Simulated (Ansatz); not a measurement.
Space group Fm-3m (No. 225). a = 3.830 Å, b = 3.830 Å, c = 3.830 Å, α = 90.00°, β = 90.00°, γ = 90.00°
```csv
atom,site,symmetry,x,y,z
Ir,4a,m-3m,0.0000,0.0000,0.0000
```

Equation of state of this Ir structure (not necessarily the ground state), with shape and atoms relaxed at each volume where symmetry leaves them free. It has no gap at any of these volumes. Level of theory: DFT PBEsol, scalar-relativistic, plane waves, PAW in Ansatz.

Plane waves to 420 eV, a k mesh through Γ of 18×18×18 on the computed 1-atom cell and Gaussian smearing (0.10 eV); no spin polarisation.

```csv
V (Å³/atom),E − E(largest V) (meV/atom),P (GPa)
13.205,14.28,27.95
13.627,-38.48,12.72
14.048,-54.57,0.00
14.470,-40.05,-10.61
14.891,0.00,-19.45
```

Problem. Fit a third-order Birch–Murnaghan equation to E(V).

Solution. V0 = 14.05 Å³/atom, B0 = 387 GPa, B0' = 5.0.

Spin-orbit coupling is left out, which matters for the bands of heavy elements.